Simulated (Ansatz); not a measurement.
## MoSe₂, space group P6_3/mmc: a band structure

Run with Ansatz 0.2.0 through its Python package.

Input file `POSCAR_mose2`:
```text
MoSe2
1.0
   3.28800000    0.00000000    0.00000000
  -1.64400000    2.84749153    0.00000000
   0.00000000    0.00000000   12.90000000
Mo Se
2 4
Direct
   0.33333333    0.66666667    0.25000000
   0.66666667    0.33333333    0.75000000
   0.33333333    0.66666667    0.62500000
   0.66666667    0.33333333    0.12500000
   0.33333333    0.66666667    0.87500000
   0.66666667    0.33333333    0.37500000
```

`mose2_bands.py`:
```python
"""Bands of MoSe2 along a path through the zone."""

from pathlib import Path
import warnings

import ansatz
from ase.io import read
import numpy as np

warnings.simplefilter("ignore", ansatz.DeckWarning)

atoms = read("POSCAR_mose2", format="vasp")
xtal = ansatz.Crystal.from_ase(atoms)

# vertices of the path, as fractions of the reciprocal vectors
path = [
    ("G", (0.0, 0.0, 0.0)),
    ("M", (0.5, 0.0, 0.0)),
    ("K", (0.33333, 0.33333, 0.0)),
    ("G", (0.0, 0.0, 0.0)),
    ("A", (0.0, 0.0, 0.5)),
    ("L", (0.5, 0.0, 0.5)),
]
calculation = (
    xtal.calculation()
    .functional("pbesol")
    .basis(510)
    .kpoints(9, 9, 2)
    .occupations("Fermi-Dirac")
    .band_structure([point for _, point in path], intervals=6)
    .scf(extra_bands=6)
    .populations()
    .density()
    .potential()
    .electron_localization_function()
    .output_files(volumetric_format="npy")
)
planned = calculation.session().plan(threads=1)
facts = planned.describe()
print("plan:", facts["n_bands"], "bands,", len(facts["kpoints_frac"]), "k-points, plane waves", facts["n_pw_range"], "grid", facts["fft_dense"])
res = planned.execute()
r = res.report

print("%-22s %14.5f eV" % ("F = E - TS", r["free_energy_ev"]))
print("%-22s %14.5f eV" % ("E", r["internal_energy_ev"]))
print("%-22s %14.5f eV" % ("Harris-Foulkes", r["harris_foulkes_ev"]))
print("%-22s %14.5f eV" % ("Fermi level", r["fermi_energy_ev"]))

files = Path(res.write_results("tables"))
print((files / "populations.tsv").read_text())

folder = Path(res.write_results("fields"))
print("densities in e/A^3, potentials in eV, ELF without unit")
for name in sorted(p.name for p in folder.glob("*.npy")):
    field = np.load(folder / name)
    print(f"{name:16s} {str(field.shape):16s} min {field.min():10.4f}  mean {field.mean():10.4f}  max {field.max():10.4f}")

bands = res.band_structure()
fermi = bands.fermi_energy_ev
print(f"zero of the bands: {fermi:.3f} eV, the Fermi level found on the SCF mesh")
for spin, channel in enumerate(bands.channels):
    levels = channel.eigenvalues_ev - fermi
    crossing = [b for b in range(levels.shape[1]) if levels[:, b].min() < 0 < levels[:, b].max()]
    print(f"channel {spin}: bands that cross the Fermi level on this path:", [b + 1 for b in crossing] or "none")
    shown = crossing or sorted(np.argsort(np.abs(levels).min(axis=0))[:2])
    for k, row in zip(bands.kpoints_frac, levels[:, shown]):
        print(f"{k[0]:7.3f} {k[1]:7.3f} {k[2]:7.3f}  ", " ".join(f"{e:8.3f}" for e in row))
```

```console
$ python mose2_bands.py
plan: 52 bands, 24 k-points, plane waves [3108, 3198] grid [25, 25, 96]
F = E - TS               -31496.00645 eV
E                        -31496.00517 eV
Harris-Foulkes           -31496.00645 eV
Fermi level                  12.77127 eV
# site	symbol	l	j	q
# orbitals = lowdin
# n_electrons = 92.000000
# spilling = 0.003803
0	Mo	0_4S	-	1.968491
0	Mo	0_5S	-	0.509148
0	Mo	1_4P	-	5.993717
0	Mo	2_4D	-	5.324730
1	Mo	0_4S	-	1.968491
1	Mo	0_5S	-	0.509148
1	Mo	1_4P	-	5.993717
1	Mo	2_4D	-	5.324730
2	Se	0_4S	-	1.804061
2	Se	1_4P	-	4.210614
2	Se	2_3D	-	9.999812
3	Se	0_4S	-	1.804061
3	Se	1_4P	-	4.210614
3	Se	2_3D	-	9.999812
4	Se	0_4S	-	1.804061
4	Se	1_4P	-	4.210614
4	Se	2_3D	-	9.999812
5	Se	0_4S	-	1.804061
5	Se	1_4P	-	4.210614
5	Se	2_3D	-	9.999812

densities in e/A^3, potentials in eV, ELF without unit
elf.npy          (25, 25, 96)     min     0.0102  mean     0.3814  max     0.8908
rho.npy          (25, 25, 96)     min     0.0152  mean     0.7617  max    43.0238
v_es.npy         (25, 25, 96)     min   -81.6288  mean     7.5557  max    16.8887
v_tot.npy        (25, 25, 96)     min  -108.6597  mean    -3.3190  max    12.3795
zero of the bands: 12.771 eV, the Fermi level found on the SCF mesh
channel 0: bands that cross the Fermi level on this path: none
  0.000   0.000   0.000     -1.183   -0.311
  0.083   0.000   0.000     -1.016   -0.487
  0.167   0.000   0.000     -1.147   -1.001
  0.250   0.000   0.000     -1.638   -1.584
  0.333   0.000   0.000     -1.982   -1.782
  0.417   0.000   0.000     -1.638   -1.637
  0.500   0.000   0.000     -1.545   -1.512
  0.472   0.056   0.000     -1.453   -1.296
  0.444   0.111   0.000     -1.348   -1.172
  0.417   0.167   0.000     -1.274   -1.084
  0.389   0.222   0.000     -1.174   -0.986
  0.361   0.278   0.000     -1.054   -0.872
  0.333   0.333   0.000     -0.991   -0.810
  0.278   0.278   0.000     -1.236   -1.084
  0.222   0.222   0.000     -1.530   -1.463
  0.167   0.167   0.000     -1.623   -1.615
  0.111   0.111   0.000     -1.181   -1.123
  0.056   0.056   0.000     -0.989   -0.545
  0.000   0.000   0.000     -1.183   -0.311
  0.000   0.000   0.083     -1.085   -0.316
  0.000   0.000   0.167     -0.938   -0.331
  0.000   0.000   0.250     -0.803   -0.356
  0.000   0.000   0.333     -0.686   -0.393
  0.000   0.000   0.417     -0.588   -0.443
  0.000   0.000   0.500     -0.508   -0.508
  0.083   0.000   0.500     -0.610   -0.610
  0.167   0.000   0.500     -1.021   -1.021
  0.250   0.000   0.500     -1.578   -1.578
  0.333   0.000   0.500     -1.833   -1.833
  0.417   0.000   0.500     -1.720   -1.720
  0.500   0.000   0.500     -1.589   -1.589
```

What to keep in mind:
- Total energies depend on the potentials; only differences at equal settings carry meaning. A total without «per atom» is that of the cell as typed.
- The computed bands are complete only to about 1.8 eV above the Fermi level.
- Only differences from the Fermi energy are physical; the zero of the scale is a convention.
- Of the deposited cell: the entry's cell lengths or inner coordinates differ somewhat from later room-temperature determinations.
- An opening on this mesh may only mean that it misses a point where bands touch.
- The fields are valence quantities on the plane-wave grid; their values near the nuclei depend on the potentials.
- The structure is a deposited one; some such entries were measured under pressure or heat, so a shift against it needn't be the functional's error alone.
- Gaps and levels are Kohn-Sham values on a finite set of k-points, without spin-orbit coupling.
- Timing: 19 s on 1 thread of Arm Neoverse V1, on a shared host, peak memory 0.59 GiB.
